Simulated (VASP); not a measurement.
Input of a VASP 6.6.1 run:

INCAR

```
  PREC = Accurate
  ENCUT = 700
  EDIFF = 1E-7
  ISMEAR = 0
  SIGMA = 0.1
  LREAL = F
  LASPH = T
  NELM = 150
  ALGO = Normal
  ISIF = 3
  LWAVE = F
  LCHARG = F
  ISPIN = 2
  MAGMOM = 2.5
  LORBIT = 11
  LMAXMIX = 4
  GGA = PE
  IBRION = 2
  NSW = 80
  EDIFFG = -0.002
```

File KPOINTS:

```
regular mesh
0
Gamma
  20 20 20
```

Contents of POSCAR:

```
Fe
1.0
   -1.4430000000      1.4430000000      1.4430000000
    1.4430000000     -1.4430000000      1.4430000000
    1.4430000000      1.4430000000     -1.4430000000
Fe
1
Direct
    0.0000000000      0.0000000000      0.0000000000
```

Potentials or basis: VASP PAW PBE potentials, release 64 (Fe).

Run with:

```console
$ cat potpaw_PBE.64/Fe/POTCAR > POTCAR
$ mpirun -np 1 vasp_std > vasp.out
```

Task: What does it give for the space group after relaxing (to 0.05 Å)?

Result: Im-3m (No. 229).

Task: What does it give for the site moments?

Result: Fe +2.19 μB.

Task: Predict the relaxed volume.

Result: 11.36 Å³/atom.

Step by step:
```csv
step,energy change (eV),largest force (eV/Å),pressure (GPa),volume (Å³)
1,0.0000,0.0000,-9.39,12.02
2,-0.0061,0.0000,9.46,10.83
3,-0.0204,0.0000,0.09,11.35
4,-0.0204,0.0000,-0.11,11.37
5,-0.0204,0.0000,-0.08,11.37
6,-0.0204,0.0000,-0.03,11.36
7,-0.0204,0.0000,-0.10,11.36
8,-0.0204,0.0000,-0.10,11.36
9,-0.0204,0.0000,-0.09,11.36
10,-0.0204,0.0000,-0.08,11.36
11,-0.0204,0.0000,-0.06,11.36
12,-0.0204,0.0000,-0.08,11.36
13,-0.0204,0.0000,-0.05,11.36
14,-0.0204,0.0000,-0.04,11.36
15,-0.0204,0.0000,0.03,11.36
16,-0.0204,0.0000,-0.04,11.36
17,-0.0204,0.0000,0.02,11.36
```
